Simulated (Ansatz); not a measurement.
A run of Ansatz 0.2.0:

The input input.yaml:

```yaml
crystal:
  lattice:
    - [3.5432, 0.0, 0.0]
    - [-1.7716, 3.0685012107, 0.0]
    - [0.0, 0.0, 5.0388]
  atoms:
    - { symbol: Pt, position: [0.0, 0.0, 0.0] }
    - { symbol: S, position: [0.6666666667, 0.3333333333, 0.773] }
    - { symbol: S, position: [0.3333333333, 0.6666666667, 0.227] }
hamiltonian:
  xc: pbesol
  pseudopotentials: { kind: paw }
  hubbard: { sites: [{ species: Pt, l: d, u_eff: 2.0 }] }
kpoints:
  mp_grid: { grid: [9, 9, 5] }
scf:
  occupations: { method: fermi_dirac, width: 0.05 }
  n_extra_bands: 7
output:
  forces: true
  stress: true
  eigenvalues: true
  dos: { projected: true, de: 0.05, nscf_kmesh: { grid: [14, 14, 8] } }
```

Potentials or basis: Ansatz PAW.

Run with:

```console
$ ansatz run input.yaml --threads 2 --pin off --max-ram 5632MiB --backend cpu --events-out ev --progress --plain --runs-dir out
```

Hardware: 2 threads of Arm Neoverse V2, with other jobs on the host.

Task: Estimate the wall time of this run.

Result: It took 5.5 s on 2 threads of Arm Neoverse V2, on a shared host, peak memory 0.41 GiB. Counts: scf iterations 7, plane waves 1043, k points 50, bands 22.
